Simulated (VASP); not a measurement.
## HC5: relaxation of the atoms with LDA

Slab: HC5, a slab with vacuum.

```xyz
24
Lattice="2.5222 0.0000 0.0000 0.0000 5.0445 0.0000 0.0000 0.0000 24.0356" Properties=species:S:1:pos:R:3 pbc="T T T"
C     0.0000    0.4561   16.0307
C     0.0000    2.0661   16.0307
C     1.2611    0.0000   15.1389
C     1.2611    2.5222   15.1389
C     1.2611    1.2611   14.2472
C     1.2611    3.7834   14.2472
C     0.0000    1.2611   13.3554
C     0.0000    3.7834   13.3554
C     0.0000    2.5222   12.4637
C     0.0000    0.0000   12.4637
C     1.2611    2.5222   11.5719
C     1.2611    0.0000   11.5719
C     1.2611    3.7834   10.6802
C     1.2611    1.2611   10.6802
C     0.0000    3.7834    9.7884
C     0.0000    1.2611    9.7884
C     0.0000    0.0000    8.8967
C     0.0000    2.5222    8.8967
C     1.2611    0.4561    8.0049
C     1.2611    2.0661    8.0049
H     0.0000    0.0087   17.0356
H     0.0000    2.5135   17.0356
H     1.2611    0.0087    7.0000
H     1.2611    2.5135    7.0000
```

```yaml
Program: VASP 6.6.1
Task: relaxation of the atoms
Functional: LDA
Potentials_or_basis: VASP PAW LDA potentials, release 64 (C, H)
Cutoff: 420 eV
k_mesh: 8 × 4 × 1
Occupations: gaussian, width 0.05 eV
Spin: no spin polarisation
Further_INCAR_settings: ALGO = Normal; EDIFF = 1e-06; IBRION = 2; EDIFFG = -0.005; NSW = 40
```

The energy gained by relaxing is 71.9 meV/atom and the ionic steps are 28. The band gap on the k mesh is 3.25 eV, direct.

Forces in eV/Å, atoms in the order of the input:
```
C    0.000 -0.001  0.003
C    0.000  0.001  0.003
C    0.000  0.000 -0.003
C    0.000  0.000 -0.003
C    0.000  0.000 -0.002
C    0.000  0.000 -0.001
C    0.000  0.000 -0.001
C    0.000  0.000  0.000
C    0.000  0.001  0.001
C    0.000 -0.001  0.001
C    0.000  0.001 -0.001
C    0.000 -0.001 -0.001
C    0.000  0.000  0.000
C    0.000  0.000  0.001
C    0.000  0.000  0.001
C    0.000  0.000  0.002
C    0.000  0.000  0.003
C    0.000  0.000  0.003
C    0.000 -0.001 -0.003
C    0.000  0.001 -0.003
H    0.000  0.001 -0.001
H    0.000 -0.001 -0.001
H    0.000  0.001  0.001
H    0.000 -0.001  0.001
```

Step by step:
```tsv
step	energy change (eV)	largest force (eV/Å)	pressure (GPa)
1	0.0000	4.5491	-8.36
2	1.5234	7.2293	-4.26
3	-1.3006	1.2515	-7.70
4	-1.5294	1.3508	-7.04
5	-1.5342	1.1518	-7.13
6	-1.6104	0.6309	-6.73
7	-1.6399	0.3362	-6.90
8	-1.6640	0.2914	-6.43
9	-1.6642	0.2696	-6.47
10	-1.6860	0.2579	-6.00
11	-1.6967	0.5556	-5.35
12	-1.7065	0.4198	-5.19
13	-1.7219	0.1513	-4.69
14	-1.7224	0.1065	-4.58
15	-1.7236	0.0488	-4.58
16	-1.7239	0.0402	-4.58
17	-1.7239	0.0406	-4.58
18	-1.7241	0.0348	-4.58
19	-1.7242	0.0338	-4.58
20	-1.7244	0.0295	-4.59
21	-1.7245	0.0338	-4.59
22	-1.7246	0.0283	-4.59
23	-1.7248	0.0215	-4.60
24	-1.7248	0.0133	-4.60
25	-1.7248	0.0109	-4.59
26	-1.7249	0.0072	-4.59
27	-1.7249	0.0073	-4.59
28	-1.7249	0.0030	-4.59
```

Final structure:
```
C H
1.0
     2.52225    0.00000    0.00000
     0.00000    5.04450    0.00000
     0.00000    0.00000   24.03555
C H
20 4
Direct
  0.00000 0.09056 0.66204
  0.00000 0.40944 0.66204
  0.50000 0.01850 0.62880
  0.50000 0.48150 0.62880
  0.50000 0.25000 0.58754
  0.50000 0.75000 0.59591
  0.00000 0.25000 0.55238
  0.00000 0.75000 0.55779
  0.00000 0.50649 0.51835
  0.00000 0.99351 0.51835
  0.50000 0.50649 0.48165
  0.50000 0.99351 0.48165
  0.50000 0.75000 0.44221
  0.50000 0.25000 0.44762
  0.00000 0.75000 0.40409
  0.00000 0.25000 0.41246
  0.00000 0.01850 0.37120
  0.00000 0.48150 0.37120
  0.50000 0.09056 0.33796
  0.50000 0.40944 0.33796
  0.00000 0.00425 0.70437
  0.00000 0.49575 0.70437
  0.50000 0.00425 0.29563
  0.50000 0.49575 0.29563
```

Levels at points of the mesh, in eV from the valence-band top:
| k point | band 38 | band 39 | band 40 | band 41 | band 42 | band 43 | band 44 | band 45 | band 46 | band 47 |
| --- | --- | --- | --- | --- | --- | --- | --- | --- | --- | --- |
| (0.00, 0.00, 0.00) | -1.65 | -1.64 | -0.56 | -0.34 | 0.00 | 3.25 | 3.27 | 4.45 | 4.73 | 4.73 |
| (0.50, 0.00, 0.00) | -2.97 | -2.41 | -2.41 | -2.19 | -2.19 | 6.04 | 6.04 | 6.46 | 6.46 | 6.50 |
| (0.00, 0.50, 0.00) | -1.40 | -1.04 | -1.02 | -0.75 | -0.36 | 4.34 | 4.37 | 4.70 | 4.72 | 5.71 |
| (0.50, 0.50, 0.00) | -4.16 | -4.14 | -4.14 | -3.78 | -3.78 | 5.85 | 5.85 | 6.42 | 6.42 | 6.89 |

It took 37 min on 1 thread of Intel(R) Xeon(R) Platinum 8488C (Sapphire Rapids), on a shared host, peak memory 0.31 GiB.

Caveat: the cutoff is under 1.25 times the usual one of these potentials, so pressure, stress and relaxed cells hold a basis-set (Pulay) error. Expect the measured gap to be larger: semilocal functionals such as LDA lack the derivative discontinuity.
